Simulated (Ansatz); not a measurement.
**Property card for Se**

All numbers below come from Ansatz, DFT PBE+D3(BJ), scalar-relativistic, plane waves, PAW.

Cutoff 420 eV; k points 9×9×9 on the computed 6-atom cell (Γ-centred); Gaussian smearing, width 0.02 eV; no spin polarisation.

The structure is relaxed at this level of theory with its symmetry kept. This form isn't the element's structure at ambient conditions.

```cif
data_structure
_symmetry_space_group_name_H-M 'R-3:H'
_symmetry_Int_Tables_number 148
_cell_length_a 10.8692
_cell_length_b 10.8692
_cell_length_c 4.4294
_cell_angle_alpha 90.000
_cell_angle_beta 90.000
_cell_angle_gamma 120.000
_cell_volume 453.18
loop_
_atom_site_label
_atom_site_type_symbol
_atom_site_symmetry_multiplicity
_atom_site_Wyckoff_symbol
_atom_site_fract_x
_atom_site_fract_y
_atom_site_fract_z
_atom_site_occupancy
Se1 Se 18 f 0.84082 0.54696 0.46287 1
```

| Property | Result |
| --- | --- |
| Space group | R-3 (No. 148) |
| Volume per atom | 25.18 Å³ |
| Kohn–Sham band gap | 0.92 eV, indirect from (0.076, -0.008, 0.370) to (0.234, 0.148, -0.224) |
| Löwdin character of the top 1 eV of the valence band | Se 4p 95 % |
| Löwdin character of the lowest 1 eV of the conduction band | Se 4p 90 %, unprojected 4 % |
| Electron masses at the edge by Cartesian direction of the standard setting (m_e; degenerate bands sorted by energy; no spin-orbit coupling) | x: 0.20; y: 0.21; z: 0.53 |
| Hole masses at the edge by Cartesian direction of the standard setting (m_e; degenerate bands sorted by energy; no spin-orbit coupling) | x: 0.39; y: 0.61; z: 0.86 |
| Bader charges (e) | Se (6 in the cell) 0.00 |